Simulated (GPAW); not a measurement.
The system is BaS.

```
Ba S
1.0
     0.00000    3.19375    3.19375
     3.19375    0.00000    3.19375
     3.19375    3.19375    0.00000
Ba S
1 1
Cartesian
  0.0000 0.0000 0.0000
  3.1938 3.1938 3.1938
```

| Item | Value |
| --- | --- |
| Program | GPAW 26.7.0 |
| Task | relaxation of cell and atoms |
| Functional | RPBE |
| Dispersion | D3(BJ) |
| Potentials or basis | the program's PAW data sets (release 1.2.1) made for this functional |
| Cutoff | 600 eV |
| Basis | pw |
| k mesh | 7 × 7 × 7 |
| Occupations | fermi-dirac, width 0.05 eV |
| Spin | no spin polarisation |

At the start: pressure -10.4 GPa; volume 32.58 Å³/atom.

**Question.** Where does the relaxation end?

**Answer.** Over 5 steps the energy falls by 250.2 meV/atom and the volume is 26.30 Å³/atom (-19.3 %); space group Fm-3m (No. 225, to 0.05 Å).

The path:
| step | energy change (eV) | largest force (eV/Å) | pressure (GPa) | volume (Å³) |
| --- | --- | --- | --- | --- |
| 1 | 0.0000 | 0.0000 | -10.37 | 65.15 |
| 2 | -0.1753 | 0.0000 | -9.13 | 62.27 |
| 3 | -0.4318 | 0.0000 | 6.55 | 48.99 |
| 4 | -0.4970 | 0.0000 | -1.29 | 53.42 |
| 5 | -0.5004 | 0.0000 | -0.12 | 52.61 |

Final structure:
```
CELL_PARAMETERS angstrom
0.00000 2.97397 2.97397
2.97397 0.00000 2.97397
2.97397 2.97397 0.00000
ATOMIC_POSITIONS crystal
Ba 0.00000 0.00000 0.00000
S 0.50000 0.50000 0.50000
```

Caveat: later steps reuse the first step's grids; the volume moved by over 15 % at a fixed basis, so the end points are rough; the volume moved by -19 % from the deposited cell, more than functionals usually miss.
